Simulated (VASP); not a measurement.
# Tl (Im-3m) in VASP: notebook

Aim: see how the results for Tl move with the level of theory and the settings. Levels: PBE+TS-HI, r2SCAN50+D4, PBE+dDsC. Tasks: relaxation of cell and atoms, relaxation of the atoms, single point.

Program: VASP 6.6.1. These are calculated values, not measurements. Logs are shortened: lines on timing, memory, paths and dates and some standing lists are left out, and cuts for length are marked.

**1. The structure**

Symmetry: Im-3m, No. 229, cubic system. Conventional cell: a = 3.912 Å, b = 3.912 Å, c = 3.912 Å, α = 90.00°, β = 90.00°, γ = 90.00°. Tl (site symmetry m-3m) is surrounded by 8 Tl at 3.39 Å.

This isn't the form of Tl at room conditions, which is hcp.

**2. Relaxation of cell and atoms, PBE+TS-HI, spin-orbit coupling, no magnetisation**

Input file INCAR:

```
SYSTEM = Tl
PREC     = Accurate       ! precision mode
ENCUT    = 600            ! plane-wave cutoff, eV
EDIFF    = 1E-6           ! SCF threshold, eV
ISMEAR   = 1              ! smearing method
SIGMA    = 0.1            ! smearing width, eV
LREAL    = .False.        ! projectors in reciprocal space
LASPH    = .True.         ! aspherical terms in the spheres
NELM     = 60             ! most SCF steps
ALGO     = Normal         ! electronic algorithm
ISIF     = 3              ! what is computed and relaxed
LWAVE    = .False.        ! write WAVECAR
LCHARG   = .False.        ! write CHGCAR
LNONCOLLINEAR= .True.         ! non-collinear magnetism
MAGMOM   = 0 0 0          ! initial moments
LORBIT   = 11             ! projections on sites
LSORBIT  = .True.         ! spin-orbit coupling
GGA_COMPAT= .False.      
GGA      = PE             ! functional
IVDW     = 21             ! dispersion correction
IBRION   = 2              ! ionic algorithm
NSW      = 60             ! ionic steps
EDIFFG   = -0.01          ! ionic threshold
```

Input file KPOINTS:

```
Automatic mesh
0
Gamma
  7 7 7
  0 0 0
```

Input file POSCAR:

```
Tl
3.3879
   -0.577347375513      0.577347375513      0.577347375513
    0.577347375513     -0.577347375513      0.577347375513
    0.577347375513      0.577347375513     -0.577347375513
Tl
1
Direct
    0.0000000000      0.0000000000      0.0000000000
```

Potentials or basis: VASP PAW PBE potentials, release 64 (Tl_d).

Started as:

```
cat potpaw_PBE.64/Tl_d/POTCAR > POTCAR
mpirun -np 1 vasp_ncl > vasp.out
```

OUTCAR:

```text
SYSTEM = Tl
   PREC = Accurate
   ENCUT = 600
   EDIFF = 1E-6
   ISMEAR = 1
   LREAL = .False.
   LASPH = .True.
   NELM = 60
   ISIF = 3
   LNONCOLLINEAR = .True.
   LORBIT = 11
   LSORBIT = .True.
   GGA = PE
   IVDW = 21
   IBRION = 2
   NSW = 60
   EDIFFG = -0.01
  IVDW =  21

 ion  position               nearest neighbor table
   1  0.000  0.000  0.000-

  LATTYP: Found a body centered cubic cell.
 ALAT       =     3.9119903470

  Lattice vectors:

 A1 = (  -1.9559951735,   1.9559951735,   1.9559951735)
 A2 = (   1.9559951735,  -1.9559951735,   1.9559951735)
 A3 = (   1.9559951735,   1.9559951735,  -1.9559951735)

Analysis of symmetry for initial positions (statically):
=====================================================================
 Subroutine PRICEL returns:
 Original cell was already a primitive cell.

 Routine SETGRP: Setting up the symmetry group for a
 body centered cubic supercell.

 Subroutine GETGRP returns: Found 48 space group operations
 (whereof 48 operations were pure point group operations)
 out of a pool of 48 trial point group operations.

The static configuration has the point symmetry O_h .

Analysis of symmetry for dynamics (positions and initial velocities):
=====================================================================
 Subroutine PRICEL returns:
 Original cell was already a primitive cell.

 Routine SETGRP: Setting up the symmetry group for a
 body centered cubic supercell.

 Subroutine GETGRP returns: Found 48 space group operations
 (whereof 48 operations were pure point group operations)
 out of a pool of 48 trial point group operations.

The dynamic configuration has the point symmetry O_h .

Analysis of structural, dynamic, and magnetic symmetry:
=====================================================================
 Subroutine PRICEL returns:
 Original cell was already a primitive cell.

 Routine SETGRP: Setting up the symmetry group for a
 body centered cubic supercell.

 Subroutine GETGRP returns: Found 48 space group operations
 (whereof 48 operations were pure point group operations)
 out of a pool of 48 trial point group operations.

The overall configuration has the point symmetry O_h .

 Subroutine INISYM returns: Found 48 space group operations
 (whereof 48 operations are pure point group operations),
 and found     1 'primitive' translations

----------------------------------------------------------------------------------------

                                     Primitive cell

  volume of cell :      29.9339

  direct lattice vectors                    reciprocal lattice vectors
    -1.955995174  1.955995174  1.955995174     0.000000000  0.255624353  0.255624353
     1.955995174 -1.955995174  1.955995174     0.255624353  0.000000000  0.255624353
     1.955995174  1.955995174 -1.955995174     0.255624353  0.255624353  0.000000000

  length of vectors
     3.387883020  3.387883020  3.387883020     0.361507426  0.361507426  0.361507426

  position of ions in fractional coordinates (direct lattice)
     0.000000000  0.000000000  0.000000000

  ion indices of the primitive-cell ions
   primitive index   ion index
                 1           1

----------------------------------------------------------------------------------------

 KPOINTS: Automatic mesh

Automatic generation of k-mesh.
 Grid dimensions read from file:
 generate k-points for:    7    7    7
[... 127 lines left out ...]
  free energy    TOTEN  =        -2.48132933 eV

  energy without entropy =       -2.48382141  energy(sigma->0) =       -2.48216002

 E-fermi :   5.9615     XC(G=0):  -9.8318

 val. band max:        5.8795698222   @ k =  -0.4286  -0.4286   0.2857
 cond. band min:       6.0633108480   @ k =   0.2857   0.1429   0.0000
 fundamental gap:      0.1837410258
 Fermi energy:         5.9614609615

 k-point     1 :       0.0000    0.0000    0.0000
  band No.  band energies     occupation
      1      -6.8901      1.00000
      2      -6.8901      1.00000
      3      -6.8901      1.00000
      4      -6.8901      1.00000
      5      -4.8799      1.00000
      6      -4.8799      1.00000
[... 449 lines left out ...]
     19      12.2920      0.00000
     20      12.2920      0.00000

------------------------ aborting loop because EDIFF is reached ----------------------------------------

 total charge

# of ion       s       p       d       tot
------------------------------------------
    1        1.175   0.382   9.639  11.196

 magnetization (x)

# of ion       s       p       d       tot
------------------------------------------
    1        0.000   0.000  -0.000   0.000

 magnetization (y)

# of ion       s       p       d       tot
------------------------------------------
    1        0.000   0.000   0.000   0.000

 magnetization (z)

# of ion       s       p       d       tot
------------------------------------------
    1        0.000   0.000  -0.000   0.000

  Hirshfeld-I charges:
            ion         q(e)        dq(e)
   ------------------------------------------
      1     Tl          0.000      0.000E+00

   Hirshfeld-I converged in   1 cycles. Convergence criterion |dq|< 0.500E-04 e

  Tkatchenko/Scheffler method for vdW energy calculation
  ---------------------------------------------------------------------------------------------

  Parameters of vdW forcefield:
            C6ts              R0ts           ALPHAts        RELVOL
            (au)              (au)            (au)
   ---------------------------------------------------------------
   Tl        743.708          3.935         71.188          1.01813931

  Number of pair interactions contributing to vdW energy:   16888
  Edisp (eV):   -0.48044

  FORCE on cell =-STRESS in cart. coord.  units (eV):
  Direction    XX          YY          ZZ          XY          YZ          ZX
  --------------------------------------------------------------------------------------
  -------------------------------------------------------------------------------------
  Total      -0.00400    -0.00400    -0.00400    -0.00000    -0.00000     0.00000
  in kB      -0.20888    -0.20888    -0.20888    -0.00000    -0.00000     0.00000
  external pressure =       -0.21 kB  Pullay stress =        0.00 kB

 VOLUME and BASIS-vectors are now :
 -----------------------------------------------------------------------------
  energy-cutoff  :      600.00
  volume of cell :       30.71
      direct lattice vectors                 reciprocal lattice vectors
    -1.972696907  1.972696907  1.972696907     0.000000000  0.253460123  0.253460123
     1.972696907 -1.972696907  1.972696907     0.253460123  0.000000000  0.253460123
     1.972696907  1.972696907 -1.972696907     0.253460123  0.253460123  0.000000000

  length of vectors
     3.416811271  3.416811271  3.416811271     0.358446743  0.358446743  0.358446743

 FORCES acting on ions
    electron-ion (+dipol)            ewald-force                    non-local-force                 convergence-correction
 -----------------------------------------------------------------------------------------------
   -.113E-13 -.507E-13 -.153E-13   -.997E-17 0.415E-15 0.447E-15   0.129E-25 0.129E-25 -.220E-24   -.211E-13 -.665E-13 -.112E-13
 -----------------------------------------------------------------------------------------------
   -.113E-13 -.507E-13 -.153E-13   -.997E-17 0.415E-15 0.447E-15   0.129E-25 0.129E-25 -.220E-24   -.211E-13 -.665E-13 -.112E-13

 POSITION                                       TOTAL-FORCE (eV/Angst)
 -----------------------------------------------------------------------------------
      0.00000     -0.00000      0.00000         0.000000     -0.000000      0.000000
 -----------------------------------------------------------------------------------
    total drift:                               -0.000000     -0.000000     -0.000000

--------------------------------------------------------------------------------------------------------

  FREE ENERGIE OF THE ION-ELECTRON SYSTEM (eV)
  ---------------------------------------------------
  free  energy   TOTEN  =        -2.9617674655 eV

  energy  without entropy=       -2.9642595510  energy(sigma->0) =       -2.96259816
 d Force =-0.5080152E-63[-0.325E-62, 0.224E-62]  d Energy =-0.3141846E-05 0.314E-05
 d Force = 0.2995220E-47[-0.120E-48, 0.611E-47]  d Ewald  = 0.7966406E+00-0.797E+00

--------------------------------------------------------------------------------------------------------

--------------------------------------------------------------------------------------------------------

--------------------------------------------------------------------------------------------------------

 reached required accuracy - stopping structural energy minimisation

 Spin-Orbit-Coupling matrix elements

 Ion:    1  E_soc:     -0.6489323
 l=   1
     0.0000000    -0.0594729    -0.0594729
    -0.0594729     0.0000000    -0.0594729
    -0.0594729    -0.0594729     0.0000000
 l=   2
     0.0000000    -0.0094391     0.0000000    -0.0094391    -0.0392434
    -0.0094391     0.0000000    -0.0294326    -0.0094391    -0.0098109
     0.0000000    -0.0294326     0.0000000    -0.0294326     0.0000000
    -0.0094391    -0.0094391    -0.0294326     0.0000000    -0.0098109
    -0.0392434    -0.0098109     0.0000000    -0.0098109     0.0000000
 l=   3
     0.0000000     0.0000000     0.0000000     0.0000000     0.0000000     0.0000000     0.0000000
     0.0000000     0.0000000     0.0000000     0.0000000     0.0000000     0.0000000     0.0000000
     0.0000000     0.0000000     0.0000000     0.0000000     0.0000000     0.0000000     0.0000000
     0.0000000     0.0000000     0.0000000     0.0000000     0.0000000     0.0000000     0.0000000
     0.0000000     0.0000000     0.0000000     0.0000000     0.0000000     0.0000000     0.0000000
     0.0000000     0.0000000     0.0000000     0.0000000     0.0000000     0.0000000     0.0000000
     0.0000000     0.0000000     0.0000000     0.0000000     0.0000000     0.0000000     0.0000000

 total charge

# of ion       s       p       d       tot
------------------------------------------
    1        1.175   0.382   9.639  11.196

 magnetization (x)

# of ion       s       p       d       tot
------------------------------------------
    1        0.000   0.000  -0.000   0.000

 magnetization (y)

# of ion       s       p       d       tot
------------------------------------------
    1        0.000   0.000   0.000   0.000

 magnetization (z)

# of ion       s       p       d       tot
------------------------------------------
    1        0.000   0.000  -0.000   0.000

=======================================================================
```

It took 2.1 min on 1 thread of Intel Xeon Platinum 8488C (Sapphire Rapids), shared host; peak memory 0.26 GiB.

Results:

- Free energy: -2.9618 eV
- Relaxed volume: 30.71 Å³/atom
- Relaxed cell: a = 3.417 Å, b = 3.417 Å, c = 3.417 Å, α = 109.47°, β = 109.47°, γ = 109.47°
- Space group after relaxing (to 0.05 Å): Im-3m (No. 229)
- Energy gained by relaxing: 1.8 meV/atom
- Ionic steps: 4
- Pressure after relaxing: 0.0 GPa
- Valence electrons inside the program's atomic spheres: Tl 11.20
- Dispersion energy per atom: -0.480 eV

Step by step:
```tsv
step	energy change (eV)	largest force (eV/Å)	pressure (GPa)	volume (Å³)
1	0.0000	0.0000	0.73	29.93
2	-0.0017	0.0000	0.19	30.53
3	-0.0018	0.0000	-0.07	30.77
4	-0.0018	0.0000	-0.02	30.71
```

Final structure:
```
Tl
1.0
    -1.97270    1.97270    1.97270
     1.97270   -1.97270    1.97270
     1.97270    1.97270   -1.97270
Tl
1
Direct
  0.00000 0.00000 0.00000
```

[end of part 1 of 2]
